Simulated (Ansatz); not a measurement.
Runs of Ansatz 0.2.0 on CuO. The typed cell holds 4 atoms: a = 2.880 Å, b = 2.880 Å, c = 5.176 Å, α = 89.81°, β = 89.81°, γ = 89.22°. The cell comes from a database or a generator and needn't be the stable form of this composition.

```tsv
task	level	potentials or basis	cell	k mesh	cutoff (eV)	smearing	basis error allowed	mesh quality	gap on the mesh (eV)	pressure (GPa)	relaxed volume (Å³/atom)	largest force (eV/Å)
relaxation of cell and atoms	PBEsol	all-electron LAPW, scalar-relativistic	relaxed	7 × 7 × 4	-	fermi-dirac 0.05 eV	0.002 eV/atom	coarse	-	0.0	(a)	-
phonons	PBEsol	all-electron LAPW, scalar-relativistic	as given	9 × 9 × 5	441	fermi-dirac 0.05 eV	0.002 eV/atom	not flagged	none	-	-	0.01
relaxation of cell and atoms	LDA	all-electron LAPW, scalar-relativistic	relaxed	7 × 7 × 4	-	fermi-dirac 0.05 eV	0.002 eV/atom	coarse	-	0.0	10.28	-
band structure	PBEsol	all-electron LAPW, scalar-relativistic	as given	9 × 9 × 5	413	fermi-dirac 0.05 eV	0.002 eV/atom	not flagged	-	-2.0	-	0.01
band structure	PBEsol	all-electron LAPW, non-relativistic	as given	9 × 9 × 5	413	fermi-dirac 0.05 eV	0.002 eV/atom	not flagged	-	0.3	-	0.01
single point	PBEsol	all-electron LAPW, scalar-relativistic	as given	5 × 5 × 3	413	fermi-dirac 0.03 eV	0.002 eV/atom	coarse	none	-2.3	-	0.01
density of states	PBEsol	all-electron PAW datasets made for the crystal	as given	9 × 9 × 5	480	fermi-dirac 0.05 eV	-	not flagged	none	-2.0	-	0.01
band structure	PBEsol	all-electron LAPW, inner shells corrected to Dirac's equation	as given	9 × 9 × 5	413	fermi-dirac 0.05 eV	0.002 eV/atom	not flagged	-	-2.0	-	0.01
```

Alike in all rows: no spin polarisation.

Problem. Fill in the values left out.

Solution. (a) 10.66.

Caveats: some runs use coarse meshes; the run has no spin polarisation, though such a crystal can be magnetic; semilocal functionals often make such compounds metallic where correlation or magnetic order opens a gap, which also shifts bond lengths (some runs); the k mesh is thin for a metal, which can move the energy by tens of meV per atom (some runs); a metal's response needs a denser mesh (some runs); the program listed the state as in doubt (some runs); the program warned that the printed levels may be off, so bands, gaps and densities of states are rough (some runs).

A k mesh can miss the band edges.

A gap of «none» marks a metal or a gap under the smearing width.

Not every run made on this cell is shown here.
